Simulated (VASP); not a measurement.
# GaP (F-43m) in VASP: equation of state

Aim: energy against volume of GaP in PBE, for its equilibrium volume and stiffness.

Program: VASP 6.6.1. These are calculated values, not measurements. Logs are shortened: lines on timing, memory, paths and dates and some standing lists are left out, and cuts for length are marked.

**The experiment to reproduce.**

From “Phosphorous dimerization in GaP at high pressure”, 2017, arxiv:1709.06667, for a bulk crystal of GaP: bulk modulus 87.5 ± 0.6 GPa.

The runs below are set against these values where they give the same quantity.

**1. Starting point**

It takes space group F-43m (No. 216, cubic). Conventional cell: a = 5.451 Å, b = 5.451 Å, c = 5.451 Å, α = 90.00°, β = 90.00°, γ = 90.00°. Ga (site symmetry -43m) has 4 P at 2.36 Å as nearest neighbours. P (site symmetry -43m) is surrounded by 4 Ga at 2.36 Å.

**2. Equation of state, PBE, 19.03 Å³/atom (volume scaled by 0.94)**

The input, INCAR:

```
SYSTEM = GaP
ALGO     = Normal         ! electronic algorithm
EDIFF    = 1E-7           ! SCF threshold, eV
ENCUT    = 520            ! plane-wave cutoff, eV
GGA      = PE             ! functional
ISIF     = 2              ! what is computed and relaxed
ISMEAR   = -1             ! smearing method
LASPH    = .True.         ! aspherical terms in the spheres
LCHARG   = .False.        ! write CHGCAR
LREAL    = .False.        ! projectors in reciprocal space
LWAVE    = .False.        ! write WAVECAR
NBANDS   = 16             ! bands
NELM     = 60             ! most SCF steps
PREC     = Accurate       ! precision mode
SIGMA    = 0.05           ! smearing width, eV
```

The input, KPOINTS:

```
k-points
0
Gamma
  8 8 8
  0 0 0
```

The input, POSCAR:

```
GaP
1.0
    0.0000000000      2.6696170428      2.6696170428
    2.6696170428      0.0000000000      2.6696170428
    2.6696170428      2.6696170428      0.0000000000
Ga P
1 1
Direct
    0.0000000000      0.0000000000      0.0000000000
    0.7500000000      0.7500000000      0.7500000000
```

Potentials or basis: VASP PAW PBE potentials, release 64 (Ga_d, P).

Command:

```bash
cat potpaw_PBE.64/Ga_d/POTCAR potpaw_PBE.64/P/POTCAR > POTCAR
mpirun -np 1 vasp_std > vasp.out
```

OUTCAR:

```text
SYSTEM = GaP
   EDIFF = 1E-7
   ENCUT = 520
   GGA = PE
   ISIF = 2
   ISMEAR = -1
   LASPH = .True.
   LREAL = .False.
   NELM = 60
   PREC = Accurate

 ion  position               nearest neighbor table
   1  0.000  0.000  0.000-   2 2.31   2 2.31   2 2.31   2 2.31
   2  0.750  0.750  0.750-   1 2.31   1 2.31   1 2.31   1 2.31

  LATTYP: Found a face centered cubic cell.
 ALAT       =     5.3392340856

  Lattice vectors:

 A1 = (   0.0000000000,   2.6696170428,   2.6696170428)
 A2 = (   2.6696170428,   0.0000000000,   2.6696170428)
 A3 = (   2.6696170428,   2.6696170428,   0.0000000000)

Analysis of symmetry for initial positions (statically):
=====================================================================
 Subroutine PRICEL returns:
 Original cell was already a primitive cell.

 Routine SETGRP: Setting up the symmetry group for a
 face centered cubic supercell.

 Subroutine GETGRP returns: Found 24 space group operations
 (whereof 24 operations were pure point group operations)
 out of a pool of 48 trial point group operations.

The static configuration has the point symmetry T_d .

Analysis of symmetry for dynamics (positions and initial velocities):
=====================================================================
 Subroutine PRICEL returns:
 Original cell was already a primitive cell.

 Routine SETGRP: Setting up the symmetry group for a
 face centered cubic supercell.

 Subroutine GETGRP returns: Found 24 space group operations
 (whereof 24 operations were pure point group operations)
 out of a pool of 48 trial point group operations.

The dynamic configuration has the point symmetry T_d .

 Subroutine INISYM returns: Found 24 space group operations
 (whereof 24 operations are pure point group operations),
 and found     1 'primitive' translations

----------------------------------------------------------------------------------------

                                     Primitive cell

  volume of cell :      38.0519

  direct lattice vectors                    reciprocal lattice vectors
     0.000000000  2.669617043  2.669617043    -0.187292781  0.187292781  0.187292781
     2.669617043  0.000000000  2.669617043     0.187292781 -0.187292781  0.187292781
     2.669617043  2.669617043  0.000000000     0.187292781  0.187292781 -0.187292781

  length of vectors
     3.775408628  3.775408628  3.775408628     0.324400612  0.324400612  0.324400612

  position of ions in fractional coordinates (direct lattice)
     0.000000000  0.000000000  0.000000000
     0.750000000  0.750000000  0.750000000

  ion indices of the primitive-cell ions
   primitive index   ion index
                 1           1
                 2           2

----------------------------------------------------------------------------------------

 KPOINTS: k-points

Automatic generation of k-mesh.
 Grid dimensions read from file:
 generate k-points for:    8    8    8

 Generating k-lattice:

  Cartesian coordinates                     Fractional coordinates (reciprocal lattice)
    -0.023411598  0.023411598  0.023411598     0.125000000  0.000000000  0.000000000
     0.023411598 -0.023411598  0.023411598     0.000000000  0.125000000  0.000000000
     0.023411598  0.023411598 -0.023411598     0.000000000  0.000000000  0.125000000

  Length of vectors
     0.040550077  0.040550077  0.040550077

  Shift w.r.t. Gamma in fractional coordinates (k-lattice)
     0.000000000  0.000000000  0.000000000

 Subroutine IBZKPT returns following result:
 ===========================================

 Found     29 irreducible k-points:

 Following reciprocal coordinates:
            Coordinates               Weight
  0.000000  0.000000  0.000000      1.000000
  0.125000  0.000000  0.000000      8.000000
  0.250000  0.000000  0.000000      8.000000
  0.375000  0.000000  0.000000      8.000000
  0.500000  0.000000  0.000000      4.000000
  0.125000  0.125000  0.000000      6.000000
[... 21 lines left out ...]
 -0.375000  0.500000  0.125000     12.000000
 -0.250000  0.500000  0.250000      6.000000
   k-points           NKPTS =     29   k-points in BZ     NKDIM =     29   number of bands    NBANDS=     16
   number of dos      NEDOS =    301   number of ions     NIONS =      2
   total plane-waves  NPLWV =  21952
   dimension x,y,z NGX =    28 NGY =   28 NGZ =   28
   dimension x,y,z NGXF=    56 NGYF=   56 NGZF=   56
   ions per type =               1   1
   NGX,Y,Z   is equivalent  to a cutoff of  12.33, 12.33, 12.33 a.u.
   NGXF,Y,Z  is equivalent  to a cutoff of  24.66, 24.66, 24.66 a.u.
 SYSTEM =  GaP
   PREC   = accura    normal or accurate (medium, high low for compatibility)
   ISTART =      0    job   : 0-new  1-cont  2-samecut
   ICHARG =      2    charge: 1-file 2-atom 10-const
   ISPIN  =      1    spin polarized calculation?
   LNONCOLLINEAR =      F non collinear calculations
   LSORBIT =      F    spin-orbit coupling
   LASPH  =      T    aspherical Exc in radial PAW
[... 97 lines left out ...]
      5      -9.2353      2.00000
      6      -5.3906      2.00000
[... 8 lines left out ...]
     15      17.1893      0.00000
     16      17.1893      0.00000

 k-point     6 :       0.1250    0.1250    0.0000
  band No.  band energies     occupation
      1      -9.3944      2.00000
      2      -9.3534      2.00000
      3      -9.3534      2.00000
      4      -9.2497      2.00000
      5      -9.2405      2.00000
      6      -7.3759      2.00000
[... 8 lines left out ...]
     15      15.4271      0.00000
     16      15.7059      0.00000

 k-point     7 :       0.2500    0.1250    0.0000
  band No.  band energies     occupation
      1      -9.4248      2.00000
      2      -9.3431      2.00000
      3      -9.3405      2.00000
      4      -9.2537      2.00000
      5      -9.2368      2.00000
      6      -6.8871      2.00000
[... 8 lines left out ...]
     15      15.4232      0.00000
     16      16.7340      0.00000

 k-point     8 :       0.3750    0.1250    0.0000
  band No.  band energies     occupation
      1      -9.4544      2.00000
      2      -9.3351      2.00000
      3      -9.3300      2.00000
      4      -9.2515      2.00000
      5      -9.2333      2.00000
      6      -6.0761      2.00000
[... 8 lines left out ...]
     15      16.3515      0.00000
     16      16.4023      0.00000

 k-point     9 :       0.5000    0.1250    0.0000
  band No.  band energies     occupation
      1      -9.4703      2.00000
      2      -9.3318      2.00000
      3      -9.3264      2.00000
      4      -9.2440      2.00000
      5      -9.2337      2.00000
      6      -5.3103      2.00000
[... 8 lines left out ...]
     15      17.1948      0.00000
     16      17.6672      0.00000
[... 267 lines left out ...]
 k-point    24 :      -0.3750    0.2500    0.1250
  band No.  band energies     occupation
      1      -9.4755      2.00000
      2      -9.3271      2.00000
      3      -9.3122      2.00000
      4      -9.2512      2.00000
      5      -9.2355      2.00000
      6      -4.9490      2.00000
[... 8 lines left out ...]
     15      17.5267      0.00000
     16      18.1855      0.00000

 k-point    25 :       0.5000    0.3750    0.1250
  band No.  band energies     occupation
      1      -9.4854      2.00000
      2      -9.3108      2.00000
      3      -9.3004      2.00000
      4      -9.2721      2.00000
      5      -9.2261      2.00000
      6      -5.1494      2.00000
[... 8 lines left out ...]
     15      18.1121      0.00000
     16      18.8060      0.00000

 k-point    26 :      -0.3750    0.3750    0.1250
  band No.  band energies     occupation
      1      -9.4861      2.00000
      2      -9.3159      2.00000
      3      -9.2964      2.00000
      4      -9.2652      2.00000
      5      -9.2314      2.00000
      6      -4.5467      2.00000
[... 8 lines left out ...]
     15      18.0071      0.00000
     16      18.8699      0.00000

 k-point    27 :      -0.2500    0.3750    0.1250
  band No.  band energies     occupation
      1      -9.4790      2.00000
      2      -9.3227      2.00000
      3      -9.3017      2.00000
      4      -9.2580      2.00000
      5      -9.2364      2.00000
      6      -4.7548      2.00000
[... 8 lines left out ...]
     15      16.2786      0.00000
     16      20.5497      0.00000

 k-point    28 :      -0.3750    0.5000    0.1250
  band No.  band energies     occupation
      1      -9.4985      2.00000
      2      -9.3001      2.00000
      3      -9.2920      2.00000
      4      -9.2753      2.00000
      5      -9.2241      2.00000
      6      -4.3498      2.00000
[... 8 lines left out ...]
     15      17.5021      0.00000
     16      19.1763      0.00000

 k-point    29 :      -0.2500    0.5000    0.2500
  band No.  band energies     occupation
      1      -9.4864      2.00000
      2      -9.3175      2.00000
      3      -9.2924      2.00000
      4      -9.2636      2.00000
      5      -9.2339      2.00000
      6      -4.2899      2.00000
[... 8 lines left out ...]
     15      17.4936      0.00000
     16      19.5071      0.00000

------------------------ aborting loop because EDIFF is reached ----------------------------------------

  FORCE on cell =-STRESS in cart. coord.  units (eV):
  Direction    XX          YY          ZZ          XY          YZ          ZX
  --------------------------------------------------------------------------------------
  -------------------------------------------------------------------------------------
  Total        2.0556949      2.0556949      2.0556949      0.0000000      0.0000000     -0.0000000
  in kB       86.5550356     86.5550356     86.5550356      0.0000000      0.0000000     -0.0000000
  external PRESSURE =      86.5550356 kB  Pullay stress =       0.0000000 kB

 VOLUME and BASIS-vectors are now :
 -----------------------------------------------------------------------------
  energy-cutoff  :      520.00
  volume of cell :       38.05
      direct lattice vectors                 reciprocal lattice vectors
     0.000000000  2.669617043  2.669617043    -0.187292781  0.187292781  0.187292781
     2.669617043  0.000000000  2.669617043     0.187292781 -0.187292781  0.187292781
     2.669617043  2.669617043  0.000000000     0.187292781  0.187292781 -0.187292781

 POSITION                                       TOTAL-FORCE (eV/Angst)
 -----------------------------------------------------------------------------------
      0.00000      0.00000      0.00000        -0.000000     -0.000000     -0.000000
      4.00443      4.00443      4.00443         0.000000      0.000000      0.000000
 -----------------------------------------------------------------------------------
    total drift:                               -0.000002     -0.000002     -0.000001

  FREE ENERGIE OF THE ION-ELECTRON SYSTEM (eV)
  ---------------------------------------------------
  free  energy   TOTEN  =        -9.0340457950 eV

  energy  without entropy=       -9.0340457871  energy(sigma->0) =       -9.03404579
```

Wall time 12 s (1 thread of Intel Xeon 6975P-C (Granite Rapids), shared host); peak memory 0.14 GiB.

Results:

* Free energy: -9.0340 eV
* Pressure: 8.7 GPa
* Band gap on the k mesh: 1.52 eV, indirect (least direct gap 2.35 eV)

**3. Equation of state, PBE, 19.43 Å³/atom (volume scaled by 0.96)**

The input, INCAR:

```
SYSTEM = GaP
ALGO = Normal
EDIFF = 1E-7
ENCUT = 520
GGA = PE
ISIF = 2
ISMEAR = -1
LASPH = .True.
LCHARG = .False.
LREAL = .False.
LWAVE = .False.
NBANDS = 16
NELM = 80
PREC = Accurate
SIGMA = 0.05
```

KPOINTS is that of step 2.

The input, POSCAR:

```
GaP
1.0
    0.0000000000      2.6884177822      2.6884177822
    2.6884177822      0.0000000000      2.6884177822
    2.6884177822      2.6884177822      0.0000000000
Ga P
1 1
Direct
    0.0000000000      0.0000000000      0.0000000000
    0.7500000000      0.7500000000      0.7500000000
```

Potentials or basis: VASP PAW PBE potentials, release 64 (Ga_d, P).

Command:

```bash
cat potpaw_PBE.64/Ga_d/POTCAR potpaw_PBE.64/P/POTCAR > POTCAR
mpirun -np 1 vasp_std > vasp.out
```

It took 19 s on 1 thread of Intel Xeon 6975P-C (Granite Rapids), shared host; peak memory 0.14 GiB.

Results (log left out):

| Property | Result |
| --- | --- |
| Free energy | -9.0720 eV |
| Pressure | 6.4 GPa |
| Band gap on the k mesh | 1.57 eV, indirect (least direct gap 2.17 eV) |

**4. Equation of state, PBE, 19.84 Å³/atom (volume scaled by 0.98)**

The input, INCAR:

```
PREC = Accurate
ENCUT = 520
EDIFF = 1E-7
ISMEAR = -1
SIGMA = 0.05
LREAL = False
LASPH = True
NELM = 80
ALGO = Normal
ISIF = 2
LWAVE = False
LCHARG = False
GGA = PE
NBANDS = 16
```

The input, KPOINTS:

```
Automatic mesh
0
Gamma
  8 8 8
```

The input, POSCAR:

```
GaP
1.0
    0.0000000000      2.7069591804      2.7069591804
    2.7069591804      0.0000000000      2.7069591804
    2.7069591804      2.7069591804      0.0000000000
Ga P
1 1
Direct
    0.0000000000      0.0000000000      0.0000000000
    0.7500000000      0.7500000000      0.7500000000
```

Command:

```bash
cat potpaw_PBE.64/Ga_d/POTCAR potpaw_PBE.64/P/POTCAR > POTCAR
mpirun -np 1 vasp_std > vasp.out
```

Run time: 12 s. Hardware: 1 thread of Intel Xeon 6975P-C (Granite Rapids), shared host; peak memory 0.15 GiB.

Results (log left out):

| Property | Result |
| --- | --- |
| Free energy | -9.0990 eV |
| Pressure | 4.3 GPa |
| Band gap on the k mesh | 1.61 eV, indirect (least direct gap 1.99 eV) |

**5. Equation of state, PBE, 20.65 Å³/atom (volume scaled by 1.02)**

The input, INCAR:

```
SYSTEM = GaP
PREC     = Accurate       ! precision mode
ENCUT    = 520            ! plane-wave cutoff, eV
EDIFF    = 1E-7           ! SCF threshold, eV
ISMEAR   = -1             ! smearing method
SIGMA    = 0.05           ! smearing width, eV
LREAL    = .False.        ! projectors in reciprocal space
LASPH    = .True.         ! aspherical terms in the spheres
NELM     = 60             ! most SCF steps
ALGO     = Normal         ! electronic algorithm
ISIF     = 2              ! what is computed and relaxed
LWAVE    = .False.        ! write WAVECAR
LCHARG   = .False.        ! write CHGCAR
GGA      = PE             ! functional
NBANDS   = 16             ! bands
```

The input, KPOINTS:

```
Automatic mesh
0
Gamma
  8 8 8
  0 0 0
```

The input, POSCAR:

```
GaP
1.0
    0.0000000000      2.7432985392      2.7432985392
    2.7432985392      0.0000000000      2.7432985392
    2.7432985392      2.7432985392      0.0000000000
Ga P
1 1
Direct
    0.0000000000      0.0000000000      0.0000000000
    0.7500000000      0.7500000000      0.7500000000
```

Command:

```bash
cat potpaw_PBE.64/Ga_d/POTCAR potpaw_PBE.64/P/POTCAR > POTCAR
mpirun -np 1 vasp_std > vasp.out
```

Run time: 18 s. Hardware: 1 thread of Intel Xeon 6975P-C (Granite Rapids), shared host; peak memory 0.16 GiB.

Results (log left out):

- Free energy: -9.1245 eV
- Pressure: 0.8 GPa
- Band gap on the k mesh: 1.61 eV, indirect (least direct gap 1.66 eV)

**6. Equation of state, PBE, 21.05 Å³/atom (volume scaled by 1.04)**

The input, INCAR:

```
SYSTEM = GaP
ALGO = Normal ; EDIFF = 1E-7
ENCUT = 520 ; GGA = PE
ISIF = 2 ; ISMEAR = -1
LASPH = .True. ; LCHARG = .False.
LREAL = .False. ; LWAVE = .False.
NBANDS = 16 ; NELM = 60
PREC = Accurate ; SIGMA = 0.05
```

The input, KPOINTS:

```
k-points
0
Gamma
  8 8 8
  0 0 0
```

The input, POSCAR:

```
GaP
1.0
    0.0000000000      2.7611126653      2.7611126653
    2.7611126653      0.0000000000      2.7611126653
    2.7611126653      2.7611126653      0.0000000000
Ga P
1 1
Direct
    0.0000000000      0.0000000000      0.0000000000
    0.7500000000      0.7500000000      0.7500000000
```

Potentials or basis: VASP PAW PBE potentials, release 64 (Ga_d, P).

Command:

```bash
cat potpaw_PBE.64/Ga_d/POTCAR potpaw_PBE.64/P/POTCAR > POTCAR
mpirun -np 1 vasp_std > vasp.out
```

Wall time 15 s (1 thread of Intel Xeon 6975P-C (Granite Rapids), shared host); peak memory 0.16 GiB.

Results (log left out):

| Property | Result |
| --- | --- |
| Free energy | -9.1248 eV |
| Pressure | -0.7 GPa |
| Band gap on the k mesh | 1.50 eV, direct |

**7. Equation of state, PBE, 21.45 Å³/atom (volume scaled by 1.06)**

The input, INCAR:

```
SYSTEM = GaP
PREC = Accurate
ENCUT = 520
EDIFF = 1E-7
ISMEAR = -1
SIGMA = 0.05
LREAL = .False.
LASPH = .True.
NELM = 80
ALGO = Normal
ISIF = 2
LWAVE = .False.
LCHARG = .False.
GGA = PE
NBANDS = 16
```

The input, KPOINTS:

```
Automatic mesh
0
Gamma
  8 8 8
  0 0 0
```

The input, POSCAR:

```
GaP
1.0
    0.0000000000      2.7786998443      2.7786998443
    2.7786998443      0.0000000000      2.7786998443
    2.7786998443      2.7786998443      0.0000000000
Ga P
1 1
Direct
    0.0000000000      0.0000000000      0.0000000000
    0.7500000000      0.7500000000      0.7500000000
```

Command:

```bash
cat potpaw_PBE.64/Ga_d/POTCAR potpaw_PBE.64/P/POTCAR > POTCAR
mpirun -np 1 vasp_std > vasp.out
```

Wall time 19 s (1 thread of Intel Xeon 6975P-C (Granite Rapids), shared host); peak memory 0.16 GiB.

It converged, with:

```
Free energy            : -9.1181 eV
Pressure               : -2.0 GPa
Band gap on the k mesh : 1.35 eV, direct
```

**8. Equation of state, PBE**

Potentials or basis: VASP PAW PBE potentials, release 64 (Ga_d, P).

No new run: the results of the series are fitted here.

What came out:

| Quantity | Value |
| --- | --- |
| Equilibrium volume | 20.87 Å³/atom |
| Bulk modulus | 76 GPa |
| Pressure derivative of the bulk modulus | 4.5 |

Energy against volume, from the lowest point:
```
volume (Å³/atom)  energy (meV/atom)
          19.026              45.39
          19.431              26.42
          19.836              12.92
          20.240               4.35
          20.645               0.19
          21.050               0.00
          21.455               3.38
```

**9. Against experiment**

Step 8. Against the measured bulk modulus of GaP, 87.5 GPa (“Phosphorous dimerization in GaP at high pressure”, 2017, arxiv:1709.06667), the calculated 76 GPa is off by -12.7 %. The fit is for a static lattice scaled at fixed shape and fixed fractional positions.
